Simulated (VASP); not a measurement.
Here is a VASP 6.6.1 calculation.

File INCAR:

```
SYSTEM = ZrC
  PREC = Accurate
  ENCUT = 520
  EDIFF = 1E-7
  ISMEAR = 0
  SIGMA = 0.1
  LREAL = .False.
  LASPH = .True.
  NELM = 60
  ALGO = Normal
  ISIF = 2
  LWAVE = .False.
  LCHARG = .False.
  GGA = PE
  NBANDS = 15
```

The input KPOINTS:

```
regular mesh
0
Gamma
  10 10 10
  0 0 0
```

POSCAR

```
ZrC
1.0
    0.0000000000      2.3650000000      2.3650000000
    2.3650000000      0.0000000000      2.3650000000
    2.3650000000      2.3650000000      0.0000000000
Zr C
1 1
Direct
    0.5000000000      0.5000000000      0.5000000000
    0.0000000000      0.0000000000      0.0000000000
```

Potentials or basis: VASP PAW PBE potentials, release 64 (Zr_sv, C).

Launch:

```sh
$ cat potpaw_PBE.64/Zr_sv/POTCAR potpaw_PBE.64/C/POTCAR > POTCAR
$ mpirun -np 1 vasp_std > vasp.out
```

Q: Estimate the band gap on the k mesh.

A: None (metal or under the smearing width).

Q: Estimate the pressure.

A: -2.7 GPa.
